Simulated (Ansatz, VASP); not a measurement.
## One calculation of KI, two programs

File INCAR:

```
SYSTEM = KI
PREC = Accurate
ENCUT = 520
EDIFF = 1E-6
ISMEAR = -1
SIGMA = 0.02
LREAL = .False.
LASPH = .True.
NELM = 80
ALGO = Normal
ISIF = 2
LWAVE = .False.
LCHARG = .True.
GGA = PE
LELF = .True.
LVHAR = .True.
NBANDS = 15
```

The input KPOINTS:

```
Automatic mesh
0
Gamma
  6 6 6
  0 0 0
```

Contents of POSCAR:

```
KI
1.0
    0.0000000000      3.4911199532      3.5584596515
    3.4911199532      0.0000000000      3.5584596515
    3.4911199532      3.4911199532      0.0000000000
K I
1 1
Direct
    0.0000000000      0.0000000000      0.0000000000
    0.5000000000      0.5000000000      0.5000000000
```

Input for Ansatz:

```yaml
crystal:
  lattice:
    - [0.0, 3.4911199532, 3.5584596515]
    - [3.4911199532, 0.0, 3.5584596515]
    - [3.4911199532, 3.4911199532, 0.0]
  atoms:
    - { symbol: K, position: [0.0, 0.0, 0.0] }
    - { symbol: I, position: [0.5, 0.5, 0.5] }
kpoints:
  mp_grid: { grid: [6, 6, 6] }
  band_path:
    path:
      - [0.0, 0.0, 0.0]
      - [0.5, 0.0, 0.5]
      - [0.625, 0.25, 0.625]
      - [0.375, 0.375, 0.75]
      - [0.5, 0.5, 0.5]
      - [0.5, 0.25, 0.75]
    npoints: 1
hamiltonian:
  xc: pbe
scf:
  occupations: { method: fermi_dirac, width: 0.02 }
  n_extra_bands: 4
output:
  forces: true
  stress: true
  eigenvalues: true
  write_density: true
  write_potential: true
  elf: true
  volumetric_format: npy
```

Change from the starting cell: epitaxial_xy strain -1.5%.

Alike in both runs: task single point; functional PBE; k mesh 6 × 6 × 6; occupations fermi-dirac, width 0.02 eV; no spin polarisation.

|  | VASP | Ansatz |
| --- | --- | --- |
| version | VASP 6.6.1 | Ansatz 0.2.0 |
| potentials or method | VASP PAW PBE potentials, release 64 (K_sv, I) | plane waves, PAW |
| plane-wave cutoff (eV) | 520 | 420 |
| valence electrons in the cell | 16 | 26 |

VASP gave:

| Quantity | Value |
| --- | --- |
| gap on the k mesh at the Fermi level (eV) | 4.00 |
| pressure (GPa) | 0.9 |
| largest component of the traceless stress (GPa) | 0.36 |

Problem. Which values does Ansatz return?

Solution. gap on the k mesh at the Fermi level (eV): 4.00; pressure (GPa): 0.8; largest component of the traceless stress (GPa): 0.35.

The functional is the same, so the differences come from potentials, cutoffs and numerics. The two sets of potentials don't hold the same shells in valence.

Caveats: spin-orbit coupling is left out, which moves the levels of the heavy elements.
